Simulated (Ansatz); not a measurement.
Ru: relaxation of cell and atoms with PBE+D4

The system is Ru.

```xyz
2
Lattice="2.7058 0.0000 0.0000 -1.3529 2.3433 0.0000 0.0000 0.0000 4.2819" Properties=species:S:1:pos:R:3 pbc="T T T"
Ru    1.3529    0.7811    3.2114
Ru    0.0000    1.5622    1.0705
```

- Program: Ansatz 0.2.0
- Task: relaxation of cell and atoms
- Functional: PBE
- Dispersion: D4
- Potentials or basis: Ansatz PAW
- Cutoff: 420 eV (not typed: the program's choice for these potentials)
- k mesh: 11 × 11 × 6
- Occupations: fermi-dirac, width 0.05 eV
- Spin: no spin polarisation

```yaml
Relaxed_volume: 13.52 Å³/atom
Relaxed_cell: a = 2.702 Å, b = 2.702 Å, c = 4.276 Å, α = 90.00°, β = 90.00°, γ = 120.00°
Space_group_after_relaxing_to_0.05_Å: P6_3/mmc (No. 194)
Energy_gained_by_relaxing: 0.2 meV/atom
Ionic_steps: 3
Pressure_after_relaxing: 0.0 GPa
```

Step by step:
```csv
step,energy change (eV),largest force (eV/Å),volume (Å³)
1,0.0000,0.0000,27.15
2,-0.0005,0.0000,27.04
3,-0.0004,0.0000,27.04
```

Final structure:
```
Ru
1.0
     2.70236    0.00000    0.00000
    -1.35118    2.34031    0.00000
     0.00000    0.00000    4.27625
Ru
2
Direct
  0.66667 0.33333 0.75000
  0.33333 0.66667 0.25000
```

Run time: 9.3 s on 2 threads of Intel(R) Xeon(R) Processor @ 2.50GHz (Skylake/Cascade Lake) (shared host), peak memory 0.34 GiB.

Caveat: the plane-wave basis is chosen anew once the cell has moved, so the energies of steps on either side of that aren't comparable.
